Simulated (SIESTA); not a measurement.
## AlRu under changes of volume

One of the cells (13.387 Å³/atom); the others are scaled copies at fixed shape and fractional positions:

```
Ru Al
1.0
     2.99160    0.00000    0.00000
     0.00000    2.99160    0.00000
     0.00000    0.00000    2.99160
Ru Al
1 1
Cartesian
  1.4958 1.4958 1.4958
  0.0000 0.0000 0.0000
```

- Program: SIESTA 5.4.2
- Functional: LDA
- Potentials or basis: PseudoDojo 0.4 standard (LDA files)
- Basis: DZP (energy shift 0.003 Ry; two zetas on semicore shells)
- Grid cutoff: 800 Ry
- Energy shift: 0.003 Ry
- k mesh: 9 × 9 × 9
- Occupations: fermi-dirac, width 0.05 eV
- Spin: no spin polarisation

```tsv
volume (Å³/atom)	energy over the lowest point (meV/atom)	pressure (GPa)
12.584	8.06	7.6
12.851	0.00	2.2
13.119	0.55	-2.6
13.387	8.52	-6.8
13.655	?	?
13.922	44.15	-14.0
14.190	70.25	-17.0
```

**Question.** What does the run at 13.655 Å³/atom give?

**Answer.** Energy over the lowest point 23.29 meV/atom; pressure -10.7 GPa.

Worked out: A Birch-Murnaghan fit of order 3 (a polynomial in V^(-2/3)) to the other rows has its minimum at 12.97 Å³/atom with B0 = V·E''(V) = 235 GPa and B' = 4.7. It gives 23.39 meV/atom at 13.655 Å³/atom, against the run's 23.29, and -dE/dV = -10.7 GPa, against -10.7.

Energies are extrapolated to zero smearing.

Caveats: the basis of atomic orbitals isn't converged, which shifts pressures, moduli and gaps.
